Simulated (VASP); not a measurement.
Input of a VASP 6.6.1 run:

Contents of INCAR:

```
SYSTEM = KI
ALGO = Normal ; EDIFF = 1E-7
ENCUT = 520 ; GGA = PS
ISIF = 2 ; ISMEAR = -1
IVDW = 12 ; LASPH = .TRUE.
LCHARG = .FALSE. ; LREAL = .FALSE.
LWAVE = .FALSE. ; NBANDS = 15
NELM = 100 ; PREC = Accurate
SIGMA = 0.05
```

File KPOINTS:

```
k-points
0
G
  7 7 7
  0 0 0
```

The input POSCAR:

```
KI
1.0
    0.0000000000      3.4216072996      3.4216072996
    3.4216072996      0.0000000000      3.4216072996
    3.4216072996      3.4216072996      0.0000000000
I K
1 1
Direct
    0.5000000000      0.5000000000      0.5000000000
    0.0000000000      0.0000000000      0.0000000000
```

Potentials or basis: VASP PAW PBE potentials, release 64 (I, K_sv).

Launch:

```bash
$ cat potpaw_PBE.64/I/POTCAR potpaw_PBE.64/K_sv/POTCAR > POTCAR
$ mpirun -np 1 vasp_std > vasp.out
```

Predict the band gap on the k mesh.

4.03 eV.

Estimate the dispersion energy per atom.

-0.260 eV.

What does it give for the pressure?

0.0 GPa.

Caveat: the PAW data sets were made with another functional, which shifts forces and pressure a little; spin-orbit coupling is left out, which moves the levels of the heavy elements.

**What was measured.**

A printed reference work, monograph reports, for a bulk crystal of KI: band gap 6.32 eV.

A measured gap of KI is 6.32 eV (a printed reference work, monograph); the calculated 4.03 eV misses it by -2.29 eV. Spin-orbit coupling on I is left out. The value is that of PBEsol+D3(BJ), without temperature or zero-point motion. Semilocal functionals fall short of measured gaps as a rule.
